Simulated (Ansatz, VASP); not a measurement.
## As: VASP beside Ansatz

```xyz
2
Lattice="1.8390 -1.0618 3.1087 0.0000 2.1236 3.1087 -1.8390 -1.0618 3.1087" Properties=species:S:1:pos:R:3 pbc="T T T"
As    0.0000    0.0000    2.2095
As    0.0000    0.0000   -2.2095
```

Change from the starting cell: volume scaled by 0.8, LAPW.

Alike in both runs: task single point; functional PBE; k mesh 14 × 14 × 14; occupations fermi-dirac, width 0.1 eV; no spin polarisation.

|  | VASP | Ansatz |
| --- | --- | --- |
| version | VASP 6.6.1 | Ansatz 0.2.0 |
| potentials or method | VASP PAW PBE potentials, release 64 (As), cutoff 520 eV | all-electron LAPW, scalar-relativistic |

|  | VASP | Ansatz | Ansatz less VASP |
| --- | --- | --- | --- |
| pressure (GPa) | 15.0 | 14.6 | -0.47 |
| largest component of the traceless stress (GPa) | 0.11 | 0.05 | -0.063 |
| rms of the force components (eV/Å) | 0.029 | 0.003 | -0.0262 |

Atom by atom the forces differ by 0.031 eV/Å (rms over components). Ansatz ran all-electron here, so the differences hold the error of VASP's frozen core and of both bases.

Caveats: so large a pressure means that the cell lies far from this level's equilibrium, or that cutoff or potentials fall short (VASP).
